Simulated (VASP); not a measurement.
Write the native input for VASP 6.6.1 that does the following.

| Item | Value |
| --- | --- |
| Task | relaxation of cell and atoms |
| Functional | r2SCAN |
| Dispersion | rVV10 |
| Potentials or basis | VASP PAW PBE potentials, release 64 (B, N) |
| Cutoff | 600 eV |
| k mesh | 12 × 12 × 12 |
| Occupations | gaussian, width 0.02 eV |
| Spin | no spin polarisation |
| Further INCAR settings | ALGO = Normal; EDIFF = 1e-07; IBRION = 2; EDIFFG = -0.005; NSW = 90; ISIF = 3 |

The structure of BN lies in POSCAR:

```
BN
1.0
    0.0000000000      1.8130010000      1.8130010000
    1.8130010000      0.0000000000      1.8130010000
    1.8130010000      1.8130010000      0.0000000000
B N
1 1
Direct
    0.0000000000      0.0000000000      0.0000000000
    0.2500000000      0.2500000000      0.2500000000
```

The cell is a database's computed one.

The input as run:

INCAR

```
PREC     = Accurate       # precision mode
ENCUT    = 600            # plane-wave cutoff, eV
EDIFF    = 1E-7           # SCF threshold, eV
ISMEAR   = 0              # smearing method
SIGMA    = 0.02           # smearing width, eV
LREAL    = F              # projectors in reciprocal space
LASPH    = T              # aspherical terms in the spheres
NELM     = 80             # most SCF steps
ALGO     = Normal         # electronic algorithm
ISIF     = 3              # what is computed and relaxed
LWAVE    = F              # write WAVECAR
LCHARG   = F              # write CHGCAR
METAGGA  = R2SCAN         # meta-GGA
LMIXTAU  = T            
LUSE_VDW = T            
IVDW_NL  = 2            
BPARAM   = 11.95        
CPARAM   = 0.0093       
IBRION   = 2              # ionic algorithm
NSW      = 90             # ionic steps
EDIFFG   = -0.005         # ionic threshold
```

KPOINTS

```
regular mesh
0
Gamma
  12 12 12
```

Potentials or basis: VASP PAW PBE potentials, release 64 (B, N).

Launch:

```console
$ cat potpaw_PBE.64/B/POTCAR potpaw_PBE.64/N/POTCAR > POTCAR
$ mpirun -np 1 vasp_std > vasp.out
```

It gave:

```yaml
Relaxed_volume: 5.88 Å³/atom
Relaxed_cell: a = 2.553 Å, b = 2.553 Å, c = 2.553 Å, α = 60.00°, β = 60.00°, γ = 60.00°
Space_group_after_relaxing_to_0.05_Å: F-43m (No. 216)
Energy_gained_by_relaxing: 1.2 meV/atom
Ionic_steps: 3
Pressure_after_relaxing: 0.0 GPa
Band_gap_on_the_k_mesh: 4.94 eV, indirect (least direct gap 9.54 eV)
```

Caveat: the PAW data sets were made with another functional, which shifts forces and pressure a little.

Wall time 2.2 min on 1 thread of Intel(R) Xeon(R) Platinum 8259CL CPU @ 2.50GHz (Skylake/Cascade Lake), with other jobs on the host, peak memory 0.18 GiB.
